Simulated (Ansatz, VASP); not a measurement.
## Two plane-wave programs on Au

File INCAR:

```
  ALGO = Normal
  EDIFF = 1E-7
  ENCUT = 520
  GGA = PS
  ISIF = 2
  ISMEAR = -1
  LASPH = True
  LCHARG = True
  LELF = True
  LREAL = False
  LVHAR = True
  LWAVE = False
  NBANDS = 18
  NELM = 80
  PREC = Accurate
  SIGMA = 0.1
```

The input KPOINTS:

```
k-points
0
Gamma
  10 10 10
```

The input POSCAR:

```
Au
1.0
    0.0000000000      3.0902689095      3.0902689095
    3.0902689095      0.0000000000      3.0902689095
    3.0902689095      3.0902689095      0.0000000000
Au
2
Direct
    0.1250000000      0.1250000000      0.1250000000
    0.8750000000      0.8750000000      0.8750000000
```

Input for Ansatz:

```yaml
crystal:
  lattice:
    - [0.0, 3.0902689095, 3.0902689095]
    - [3.0902689095, 0.0, 3.0902689095]
    - [3.0902689095, 3.0902689095, 0.0]
  atoms:
    - { symbol: Au, position: [0.125, 0.125, 0.125] }
    - { symbol: Au, position: [0.875, 0.875, 0.875] }
hamiltonian:
  xc: pbesol
  pseudopotentials:
    kind: paw
    azcp:
      Au: "pseudopotentials/Au.paw.azcp"
basis:
  ecutwfc: 420
  fft_grid_basis: typed
kpoints:
  mp_grid: { grid: [10, 10, 10], shift: [0, 0, 0] }
magnetization:
  spin_polarized: false
scf:
  occupations: { method: fermi_dirac, width: 0.1 }
  lower_state_search: "off"
output:
  stress: true
```

Alike in both runs: task single point; functional PBEsol; k mesh 10 × 10 × 10; occupations fermi-dirac, width 0.1 eV; no spin polarisation.

|  | VASP | Ansatz |
| --- | --- | --- |
| version | VASP 6.6.1 | Ansatz 0.2.0 |
| potentials or method | VASP PAW PBE potentials, release 64 (Au) | plane waves (420 eV) with PAW, scalar-relativistic |
| plane-wave cutoff (eV) | 520 | 420 |
| valence electrons in the cell | 22 | 38 |

```csv
,VASP,Ansatz,Ansatz less VASP
pressure (GPa),-4.3,-4.3,+0.06
```

With one functional, cell and mesh, what is left measures potentials, basis and numerics. The two sets of potentials don't hold the same shells in valence. Ansatz warned: «pseudo_functional_mismatch».

Caveats: the PAW data sets were made with another functional, which shifts forces and pressure a little (VASP). Spin-orbit coupling is left out, which matters for the levels of Au.
